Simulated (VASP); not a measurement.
# Si (Imma) in VASP: phonons with PBE

Aim: the phonons of Si with PBE.

Program: VASP 6.6.1. These are calculated values, not measurements. Logs are shortened: lines on timing, memory, paths and dates and some standing lists are left out, and cuts for length are marked.

## Step 1: Starting point

Symmetry: Imma, No. 74, orthorhombic system. Conventional cell: a = 3.838 Å, b = 3.879 Å, c = 5.411 Å, α = 90.00°, β = 90.00°, γ = 90.00°. Si (site symmetry mm2) is surrounded by 4 Si at 2.35 to 2.36 Å.

## Step 2: Phonons, PBE

POSCAR reads:

```
Si
1.0
    0.0144304315      2.7282245685      2.7056858789
    2.7282245685      0.0144304315      2.7056858789
    2.7426550000      2.7426550000      0.0000000000
Si
2
Direct
    0.0007085000      0.0007085000      0.9992910000
    0.2492910000      0.2492910000      0.2507090000
```

INCAR.step1 reads:

```
SYSTEM = Si
  ALGO = Normal
  EDIFF = 1E-8
  EDIFFG = -0.002
  ENCUT = 600
  GGA = PE
  IBRION = 2
  ISIF = 3
  ISMEAR = 0
  LASPH = .True.
  LCHARG = .False.
  LREAL = .False.
  LWAVE = .False.
  NELM = 60
  NSW = 40
  PREC = Accurate
  SIGMA = 0.01
```

INCAR.step2 reads:

```
SYSTEM = Si
  ALGO = Normal
  EDIFF = 1E-8
  ENCUT = 600
  GGA = PE
  IBRION = 6
  ISIF = 2
  ISMEAR = 0
  LASPH = .True.
  LCHARG = .False.
  LREAL = .False.
  LWAVE = .False.
  NELM = 60
  NFREE = 2
  NSW = 1
  POTIM = 0.015
  PREC = Accurate
  SIGMA = 0.01
```

KPOINTS reads:

```
k-points
0
Gamma
  10 10 10
  0 0 0
```

Potentials or basis: VASP PAW PBE potentials, release 64 (Si).

Command:

```
cat potpaw_PBE.64/Si/POTCAR > POTCAR
cp INCAR.step1 INCAR
mpirun -np 1 vasp_std > vasp.out
cp CONTCAR POSCAR
cp INCAR.step2 INCAR
mpirun -np 1 vasp_std > vasp.out
```

OUTCAR:

```text
SYSTEM = Si
   EDIFF = 1E-8
   ENCUT = 600
   GGA = PE
   IBRION = 6
   ISIF = 2
   ISMEAR = 0
   LASPH = .True.
   LREAL = .False.
   NELM = 60
   NFREE = 2
   NSW = 1
   POTIM = 0.015
   PREC = Accurate

 ion  position               nearest neighbor table
   1  1.000  1.000  0.000-   2 2.37   2 2.37   2 2.37   2 2.37
   2  0.250  0.250  0.250-   1 2.37   1 2.37   1 2.37   1 2.37

  LATTYP: Found a body centered orthorhombic cell.
 ALAT       =     3.8670039832
 B/A-ratio  =     1.0000781743
 C/A-ratio  =     1.4140494581

  Lattice vectors:

 A1 = (   0.0001068793,  -2.7344916187,  -2.7340674435)
 A2 = (  -0.0001068793,   2.7344916187,  -2.7340674435)
 A3 = (   2.7344916187,  -0.0001068793,   2.7340674435)

Analysis of symmetry for initial positions (statically):
=====================================================================
 Subroutine PRICEL returns:
 Original cell was already a primitive cell.

 Routine SETGRP: Setting up the symmetry group for a
 body centered orthorhombic supercell.

 Subroutine GETGRP returns: Found  8 space group operations
 (whereof  4 operations were pure point group operations)
 out of a pool of  8 trial point group operations.

The static configuration has the point symmetry C_2v.
 The point group associated with its full space group is D_2h.

Analysis of symmetry for dynamics (positions and initial velocities):
=====================================================================
 Subroutine PRICEL returns:
 Original cell was already a primitive cell.

 Routine SETGRP: Setting up the symmetry group for a
 body centered orthorhombic supercell.

 Subroutine GETGRP returns: Found  8 space group operations
 (whereof  4 operations were pure point group operations)
 out of a pool of  8 trial point group operations.

The dynamic configuration has the point symmetry C_2v.
 The point group associated with its full space group is D_2h.

 Subroutine INISYM returns: Found  8 space group operations
 (whereof  4 operations are pure point group operations),
 and found     1 'primitive' translations

----------------------------------------------------------------------------------------

                                     Primitive cell

  volume of cell :      40.8877

  direct lattice vectors                    reciprocal lattice vectors
    -0.000106879  2.734491619  2.734067443    -0.182842198  0.182842198  0.182877713
     2.734491619 -0.000106879  2.734067443     0.182842198 -0.182842198  0.182877713
     2.734384739  2.734384739  0.000000000     0.182856492  0.182856492 -0.182877713

  length of vectors
     3.866855209  3.866855209  3.867003983     0.316712482  0.316712482  0.316728986

  position of ions in fractional coordinates (direct lattice)
     0.999995895  0.999995895  0.000003605
     0.250003605  0.250003605  0.249996395

  ion indices of the primitive-cell ions
   primitive index   ion index
                 1           1
                 2           2

----------------------------------------------------------------------------------------

 KPOINTS: k-points

Automatic generation of k-mesh.
 Grid dimensions read from file:
 generate k-points for:   10   10   10

 Generating k-lattice:

  Cartesian coordinates                     Fractional coordinates (reciprocal lattice)
    -0.018284220  0.018284220  0.018287771     0.100000000  0.000000000  0.000000000
     0.018284220 -0.018284220  0.018287771     0.000000000  0.100000000  0.000000000
     0.018285649  0.018285649 -0.018287771     0.000000000  0.000000000  0.100000000

  Length of vectors
     0.031671248  0.031671248  0.031672899

  Shift w.r.t. Gamma in fractional coordinates (k-lattice)
     0.000000000  0.000000000  0.000000000

 Subroutine IBZKPT returns following result:
 ===========================================

 Found    171 irreducible k-points:

 Following reciprocal coordinates:
            Coordinates               Weight
  0.000000  0.000000  0.000000      1.000000
  0.100000 -0.000000  0.000000      4.000000
  0.200000 -0.000000  0.000000      4.000000
  0.300000 -0.000000  0.000000      4.000000
  0.400000 -0.000000  0.000000      4.000000
  0.500000 -0.000000  0.000000      2.000000
[... 16 lines left out ...]
  0.300000  0.300000  0.000000      2.000000
  0.400000  0.300000  0.000000      4.000000
 [... further k-points ...]
   k-points           NKPTS =    171   k-points in BZ     NKDIM =    171   number of bands    NBANDS=      8
   number of dos      NEDOS =    301   number of ions     NIONS =      2
   total plane-waves  NPLWV =  32768
   dimension x,y,z NGX =    32 NGY =   32 NGZ =   32
   dimension x,y,z NGXF=    64 NGYF=   64 NGZF=   64
   ions per type =               2
   NGX,Y,Z   is equivalent  to a cutoff of  13.76, 13.76, 13.76 a.u.
   NGXF,Y,Z  is equivalent  to a cutoff of  27.52, 27.52, 27.51 a.u.
 SYSTEM =  Si
   PREC   = accura    normal or accurate (medium, high low for compatibility)
   ISTART =      0    job   : 0-new  1-cont  2-samecut
   ICHARG =      2    charge: 1-file 2-atom 10-const
   ISPIN  =      1    spin polarized calculation?
   LNONCOLLINEAR =      F non collinear calculations
   LSORBIT =      F    spin-orbit coupling
   LASPH  =      T    aspherical Exc in radial PAW
   ENCUT  =  600.0 eV  44.10 Ry    6.64 a.u.   7.72  7.72  7.72*2*pi/ulx,y,z
   NELM   =     60;   NELMIN=  2; NELMDL=  0     # of ELM steps
   EDIFF  = 0.1E-07   stopping-criterion for ELM
   LREAL  =      F    real-space projection
   EDIFFG = 0.1E-06   stopping-criterion for IOM
   NSW    =     61    number of steps for IOM
   IBRION =      6    ionic relax: 0-MD 1-quasi-New 2-CG
   NFREE  =      2    steps in history (QN), initial steepest desc. (CG)
   ISIF   =      2    stress and relaxation
   ISYM   =      2    0-nonsym 1-usesym 2-fastsym
   POTIM  = 0.0150    time-step for ionic-motion
   TEBEG  =    0.0;   TEEND  =   0.0 temperature during run
   PSTRESS=    0.0 pullay stress
   NELECT =       8.0000    total number of electrons
   NUPDOWN=      -1.0000    fix difference up-down
   EMIN   =  10.00;   EMAX   =-10.00  energy-range for DOS
   EFERMI =   0.00;   METHOD = LEGACY
   ISMEAR =     0;   SIGMA  =   0.01  broadening in eV -4-tet -1-fermi 0-gaus
   EFERMI_NEDOS =   21; number of points for ismear=-14 and -15
   IALGO  =     38    algorithm
   IMIX   =      4    mixing-type and parameters
     AMIX     =   0.40;   BMIX     =  1.00
     AMIX_MAG =   1.60;   BMIX_MAG =  1.00
  volume/ion in A,a.u.               =      20.44       137.96
  Fermi-wavevector in a.u.,A,eV,Ry     =   0.950402  1.795999 12.289653  0.903264
  Thomas-Fermi vector in A             =   2.078775
   LORBIT       =      0    0 simple, 1 ext, 2 COOP (PROOUT), +10 PAW based schemes
   GGA     = PE    functional components
   LHFCALC =     F    Hartree Fock is set to
   AEXX    =    0.0000 exact exchange contribution
   IVDW    =     0    specifies the selected vdW correction
   LEPSILON=     F    determine dielectric tensor
   LRPA    =     F    only Hartree local field effects (RPA)
 finite differences with symmetry
 non-spin polarized calculation
 Gauss-broadening in eV      SIGMA  =   0.01
  energy-cutoff  :      600.00
  volume of cell :       40.89
 maximum number of plane-waves:      1387
   NGX = 15   NGY = 15   NGZ = 15

--------------------------------------- Ionic step        1  -------------------------------------------

 number of electron       8.0000000 magnetization

 Free energy of the ion-electron system (eV)
  ---------------------------------------------------
  ext. energy  EPLUGINS =         0.00000000
  ---------------------------------------------------
  free energy    TOTEN  =       -10.84933474 eV

  energy without entropy =      -10.84933474  energy(sigma->0) =      -10.84933474

------------------------ aborting loop because EDIFF is reached ----------------------------------------

  FORCE on cell =-STRESS in cart. coord.  units (eV):
  Direction    XX          YY          ZZ          XY          YZ          ZX
  --------------------------------------------------------------------------------------
  -------------------------------------------------------------------------------------
  Total       -0.0007716     -0.0007716      0.0030392      0.0015963      0.0000000      0.0000000
  in kB       -0.0302365     -0.0302365      0.1190913      0.0625495      0.0000000      0.0000000
  external PRESSURE =       0.0195394 kB  Pullay stress =       0.0000000 kB
[... 131 lines left out ...]
--------------------------------------- Ionic step        5  -------------------------------------------

 number of electron       8.0000000 magnetization

 Free energy of the ion-electron system (eV)
  ---------------------------------------------------
  ext. energy  EPLUGINS =         0.00000000
  ---------------------------------------------------
  free energy    TOTEN  =       -10.84787026 eV

  energy without entropy =      -10.84787026  energy(sigma->0) =      -10.84787026

 E-fermi :   5.8028     XC(G=0):  -9.3272

 val. band max:        5.6880704296   @ k =   0.0000   0.0000   0.0000
 cond. band min:       6.2312234686   @ k =   0.4000   0.4000   0.0000
 fundamental gap:      0.5431530390
 Fermi energy:         5.8028151233

 k-point     1 :       0.0000    0.0000    0.0000
  band No.  band energies     occupation
      1      -6.1986      2.00000
      2       5.5439      2.00000
      3       5.6176      2.00000
      4       5.6881      2.00000
      5       8.1311      0.00000
      6       8.1719      0.00000
      7       8.2156      0.00000
      8       8.7502      0.00000
[... 243 lines left out ...]
 k-point    24 :       0.4000    0.3000    0.0000
  band No.  band energies     occupation
      1      -4.0749      2.00000
      2       0.2220      2.00000
      3       2.7940      2.00000
      4       3.2602      2.00000
      5       6.7127      0.00000
      6       7.8624      0.00000
      7      12.4743      0.00000
      8      12.6065      0.00000

 [... further k-points ...]

------------------------ aborting loop because EDIFF is reached ----------------------------------------

  FORCE on cell =-STRESS in cart. coord.  units (eV):
  Direction    XX          YY          ZZ          XY          YZ          ZX
  --------------------------------------------------------------------------------------
  -------------------------------------------------------------------------------------
  Total        0.0022821      0.0022821      0.0026026     -0.1336070      0.0000000      0.0000000
  in kB        0.0894244      0.0894244      0.1019820     -5.2353699      0.0000000      0.0000000
  external PRESSURE =       0.0936102 kB  Pullay stress =       0.0000000 kB
[... 17 lines left out ...]
  FREE ENERGIE OF THE ION-ELECTRON SYSTEM (eV)
  ---------------------------------------------------
  free  energy   TOTEN  =       -10.8478702579 eV

  energy  without entropy=      -10.8478702579  energy(sigma->0) =      -10.84787026

 INTERNAL STRAIN TENSORS FROM DISPLACED ATOMS
 ============================================

 INTERNAL STRAIN TENSOR FOR ION    1 for displacements in x,y,z  (eV/Angst):
          X           Y           Z          XY          YZ          ZX
  --------------------------------------------------------------------------------
  x    -0.00000    -0.00000    -0.00000    -0.00000     9.02316     0.00233
  y    -0.00000    -0.00000    -0.00000    -0.00000     0.00233     9.02316
  z     0.00165     0.00165     0.00275     9.02456    -0.00000    -0.00000

 INTERNAL STRAIN TENSOR FOR ION    2 for displacements in x,y,z  (eV/Angst):
          X           Y           Z          XY          YZ          ZX
  --------------------------------------------------------------------------------
  x     0.00000     0.00000     0.00000     0.00000    -9.02316    -0.00233
  y     0.00000     0.00000     0.00000     0.00000    -0.00233    -9.02316
  z    -0.00165    -0.00165    -0.00275    -9.02456     0.00000     0.00000

 Eigenvectors and eigenvalues of the dynamical matrix
 ----------------------------------------------------

   1 f  =   15.064781 THz    94.654808 2PiTHz  502.506989 cm-1    62.302898 meV
             X         Y         Z           dx          dy          dz
      2.734383  2.734383  5.468112    -0.500000   -0.500000    0.000000
      1.367192  1.367192  1.367053     0.500000    0.500000   -0.000000
[... 11 lines left out ...]
   4 f  =    0.000000 THz     0.000001 2PiTHz    0.000005 cm-1     0.000001 meV
             X         Y         Z           dx          dy          dz
      2.734383  2.734383  5.468112    -0.703346    0.072434   -0.007613
      1.367192  1.367192  1.367053    -0.703346    0.072434   -0.007613

   5 f/i=    0.000000 THz     0.000001 2PiTHz    0.000005 cm-1     0.000001 meV
             X         Y         Z           dx          dy          dz
      2.734383  2.734383  5.468112    -0.071674   -0.675222    0.197327
      1.367192  1.367192  1.367053    -0.071674   -0.675222    0.197327

   6 f/i=    0.000000 THz     0.000001 2PiTHz    0.000008 cm-1     0.000001 meV
             X         Y         Z           dx          dy          dz
      2.734383  2.734383  5.468112     0.012944    0.197049    0.678973
      1.367192  1.367192  1.367053     0.012944    0.197049    0.678973

 ELASTIC MODULI CONTR FROM IONIC RELAXATION (kBar)
 Direction    XX          YY          ZZ          XY          YZ          ZX
 --------------------------------------------------------------------------------
 XX          -0.0000     -0.0000     -0.0000     -0.0448      0.0000      0.0000
 YY          -0.0000     -0.0000     -0.0000     -0.0448      0.0000      0.0000
 ZZ          -0.0000     -0.0000     -0.0000     -0.0746      0.0000     -0.0000
 XY          -0.0448     -0.0448     -0.0746   -244.7839      0.0000      0.0000
 YZ           0.0000      0.0000      0.0000      0.0000   -244.6843     -0.1041
 ZX           0.0000      0.0000     -0.0000      0.0000     -0.1041   -244.6843
 --------------------------------------------------------------------------------
```

Run time: 8.9 min. Hardware: 1 thread of Intel Xeon Platinum 8488C (Sapphire Rapids), shared host; peak memory 0.39 GiB.

Results:

```yaml
Relaxed_volume: 20.44 Å³/atom
Relaxed_cell: a = 3.867 Å, b = 3.867 Å, c = 3.867 Å, α = 60.00°, β = 60.00°, γ = 60.01°
Space_group_after_relaxing_to_0.05_Å: Fd-3m (No. 227)
Highest_phonon_frequency_at_Γ: 503 cm⁻¹
```

The path:
```tsv
step	energy change (eV)	largest force (eV/Å)	pressure (GPa)	volume (Å³)
1	0.0000	0.0001	1.38	40.28
2	-0.0026	0.0908	-0.87	41.30
3	-0.0036	0.0617	-0.11	40.94
4	-0.0041	0.0108	-0.07	40.92
5	-0.0042	0.0155	-0.05	40.91
6	-0.0042	0.0114	0.04	40.87
7	-0.0042	0.0002	0.00	40.89
```

Final structure:
```xyz
2
Lattice="-0.0001 2.7345 2.7341 2.7345 -0.0001 2.7341 2.7344 2.7344 0.0000" Properties=species:S:1:pos:R:3 pbc="T T T"
Si    2.7344    2.7344    5.4681
Si    1.3672    1.3672    1.3671
```

Phonon frequencies in cm⁻¹ (negative: imaginary):
```
              q point        frequencies
(0.000, 0.000, 0.000)  0 0 0 502 502 503
```
